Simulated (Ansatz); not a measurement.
**Bands of Na**

```yaml
crystal:
  lattice:
    - [0.00000, 3.78737, 3.78737]
    - [3.78737, 0.00000, 3.78737]
    - [3.78737, 3.78737, 0.00000]
  atoms:
    - { symbol: Na, position: [0.00000, 0.00000, 0.00000] }
    - { symbol: Na, position: [0.25000, 0.25000, 0.25000] }
```

Atom numbers follow the list: Na1, Na2.

The cell was built from the diamond type and relaxed in the same program, and has space group Fd-3m; it needn't be a known or the stable phase.

Level of theory: Ansatz 0.2.0, DFT, PBE, all-electron LAPW, scalar-relativistic.

Numerical set-up: a Γ-centred 10×10×10 k mesh, Fermi–Dirac smearing of 0.03 eV, basis error target 0.5 meV/atom, no spin polarisation.

Points in fractions of the reciprocal vectors of this cell: Γ (0, 0, 0), X (0.5, 0, 0.5), U (0.625, 0.25, 0.625), K (0.375, 0.375, 0.75), L (0.5, 0.5, 0.5), W (0.5, 0.25, 0.75). The path joins them by straight lines in the order Γ–X–U–K–Γ–L–W–X; legs that retrace an earlier one aren't tabulated. Energies are in eV from the Fermi level.

Q: Metal or insulator at this level of theory?

A: No gap opens: metallic or semimetallic.

Q: Tabulate bands 5 to 11, counted from the lowest band of the run, along the path.

A: 
```csv
k (1/Å),point,band 5,band 6,band 7,band 8,band 9,band 10,band 11
0.00,Γ,-25.42,-25.39,-25.39,-25.39,-2.55,4.58,4.58
0.21,,-25.42,-25.39,-25.39,-25.39,-2.39,3.72,3.72
0.41,,-25.42,-25.39,-25.38,-25.38,-1.89,2.93,2.98
0.62,,-25.41,-25.40,-25.38,-25.38,-1.08,1.43,2.54
0.83,X,-25.40,-25.40,-25.38,-25.38,0.04,0.04,2.39
0.90,,-25.40,-25.40,-25.38,-25.38,0.06,0.06,2.03
0.98,,-25.41,-25.40,-25.38,-25.38,0.10,0.12,1.52
1.05,,-25.41,-25.40,-25.38,-25.38,0.14,0.22,1.05
1.12,U,-25.41,-25.40,-25.38,-25.38,0.09,0.37,0.75
1.25,,-25.41,-25.40,-25.38,-25.38,-0.04,0.39,0.93
1.38,,-25.41,-25.40,-25.38,-25.38,-0.09,0.36,1.30
1.50,,-25.41,-25.40,-25.38,-25.38,-0.04,0.39,0.93
1.63,K,-25.41,-25.40,-25.38,-25.38,0.09,0.37,0.75
1.85,,-25.41,-25.39,-25.38,-25.38,-0.91,1.03,1.14
2.07,,-25.42,-25.39,-25.38,-25.38,-1.81,2.03,2.11
2.29,,-25.42,-25.39,-25.39,-25.39,-2.36,3.32,3.38
2.51,Γ,-25.42,-25.39,-25.39,-25.39,-2.55,4.58,4.58
2.69,,-25.42,-25.39,-25.39,-25.39,-2.43,3.30,4.24
2.87,,-25.42,-25.39,-25.39,-25.39,-2.06,1.84,3.96
3.05,,-25.42,-25.39,-25.38,-25.38,-1.45,0.56,3.86
3.23,L,-25.42,-25.39,-25.38,-25.38,-0.82,-0.30,3.85
3.38,,-25.42,-25.39,-25.38,-25.38,-0.74,-0.23,3.10
3.52,,-25.41,-25.40,-25.38,-25.38,-0.49,0.00,2.13
3.67,,-25.41,-25.40,-25.38,-25.38,-0.09,0.36,1.30
3.82,W,-25.40,-25.40,-25.38,-25.38,0.42,0.42,1.06
3.92,,-25.40,-25.40,-25.38,-25.38,0.32,0.32,1.23
4.02,,-25.40,-25.40,-25.38,-25.38,0.18,0.18,1.60
4.13,,-25.40,-25.40,-25.38,-25.38,0.08,0.08,2.05
4.23,X,-25.40,-25.40,-25.38,-25.38,0.04,0.04,2.39
```
